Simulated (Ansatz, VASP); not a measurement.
**One calculation of SiC (Moissanite), two programs**

```
CELL_PARAMETERS angstrom
3.07600 0.00000 0.00000
-1.53800 2.66389 0.00000
0.00000 0.00000 5.04800
ATOMIC_POSITIONS crystal
Si 0.33333 0.66667 0.00000
Si 0.66667 0.33333 0.50000
C 0.33333 0.66667 0.38500
C 0.66667 0.33333 0.88500
```

Alike in both runs: task relaxation of cell and atoms; functional PBEsol; k mesh 12 × 12 × 6; occupations fermi-dirac, width 0.02 eV; no spin polarisation.

```csv
,VASP,Ansatz
version,VASP 6.6.1,Ansatz 0.2.0
potentials or method,"VASP PAW PBE potentials, release 64 (Si, C)",PAW plane waves
plane-wave cutoff (eV),600,420
valence electrons in the cell,16,16
```

```csv
,VASP,Ansatz,Ansatz less VASP
"gap on the k mesh at the Fermi level, each at its own relaxed structure (eV)",2.12,2.12,+0.008
relaxed volume (Å³/atom),10.35,10.34,-0.011
relaxed cell length with the largest relative difference (Å),5.050,5.048,-0.0019
energy change over the relaxation (meV/atom),-9,-9,0.0
```

Ansatz warned: «pseudo_functional_mismatch».

Caveats: the PAW data sets were made with another functional, which shifts forces and pressure a little (VASP). A k mesh can miss the band edges. PBEsol gaps usually lie below the measured ones, often by a third to a half.
